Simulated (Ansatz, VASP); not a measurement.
Zr in VASP and in Ansatz

```
CELL_PARAMETERS angstrom
-1.72551 1.72551 1.72551
1.72551 -1.72551 1.72551
1.72551 1.72551 -1.72551
ATOMIC_POSITIONS crystal
Zr 0.00000 0.00000 0.00000
```

Alike in both runs: task single point; functional revPBE; k mesh 14 × 14 × 14; occupations fermi-dirac, width 0.1 eV; no spin polarisation.

```csv
,VASP,Ansatz
version,VASP 6.6.1,Ansatz 0.2.0
potentials or method,"VASP PAW PBE potentials, release 64 (Zr_sv)","plane waves (420 eV) with PAW, scalar-relativistic"
plane-wave cutoff (eV),520,420
valence electrons in the cell,12,12
```

```tsv
	VASP	Ansatz	Ansatz less VASP
pressure (GPa)	13.0	12.9	-0.04
```

The functional is the same, so the differences come from potentials, cutoffs and numerics.

Caveats: the PAW data sets were made with another functional, which shifts forces and pressure a little (VASP).
